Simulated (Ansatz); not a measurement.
Something may be wrong with this Ansatz 0.2.0 calculation of Cl.

The input input.yaml:

```yaml
crystal:
  lattice:
    - [3.145, -2.25, 0.0]
    - [3.145, 2.25, 0.0]
    - [0.0, 0.0, 8.21]
  atoms:
    - { symbol: Cl, position: [0.37, 0.63, 0.4] }
    - { symbol: Cl, position: [0.13, 0.87, 0.9] }
    - { symbol: Cl, position: [0.63, 0.37, 0.6] }
    - { symbol: Cl, position: [0.87, 0.13, 0.1] }
hamiltonian:
  xc: PBE-sol
  pseudopotentials: { kind: paw }
kpoints:
  mp_grid: { grid: [7, 7, 4] }
scf:
  occupations: { method: fermi_dirac, width: 0.05 }
  max_iter: 60
output:
  forces: true
  stress: true
  eigenvalues: true
relax:
  f_tol: 0.01
  max_steps: 40
  cell: { stress_tol: 0.05 }
```

Potentials or basis: Ansatz PAW.

Run with:

```console
$ ansatz run input.yaml --threads 2 --pin off --max-ram 5632MiB --backend cpu --events-out ev --progress --plain --runs-dir out
```

Output:

```text
Error: YAML parse error: error: line 12 column 7: hamiltonian.xc: unknown variant `PBE-sol`, expected one of `lda`, `lda-pw`, `pw92`, `pbe`, `pbesol`, `rpbe`, `revpbe`, `blyp`, `pbe0`, `revpbe0`, `b3lyp`, `b3lyp5`, `hse06`, `wpbeh`, `hiss`, `lc_wpbe`, `cam_b3lyp`, `hf`, `r2scan`, `r2scanh`, `r2scan0`, `r2scan50`, `mr2scan`
  --> <input>:12:7
   |
10 |     - { symbol: Cl, position: [0.87, 0.13, 0.1] }
11 | hamiltonian:
12 |   xc: PBE-sol
   |       ^ hamiltonian.xc: unknown variant `PBE-sol`, expected one of `lda`, `lda-pw`, `pw92`, `pbe`, `pbesol`, `rpbe`, `revpbe`, `blyp`, `pbe0`, `revpbe0`, `b3lyp`, `b3lyp5`, `hse06`, `wpbeh`, `hiss`, `lc_wpbe`, `cam_b3lyp`, `hf`, `r2scan`, `r2scanh`, `r2scan0`, `r2scan50`, `mr2scan`
13 |   pseudopotentials: { kind: paw }
14 | kpoints:
   |
```

Question: How did it end, and where is the flaw?

Answer: The input was rejected before any iteration. The input holds a flaw that was put in on purpose: an unknown functional (hamiltonian.xc = PBE-sol).
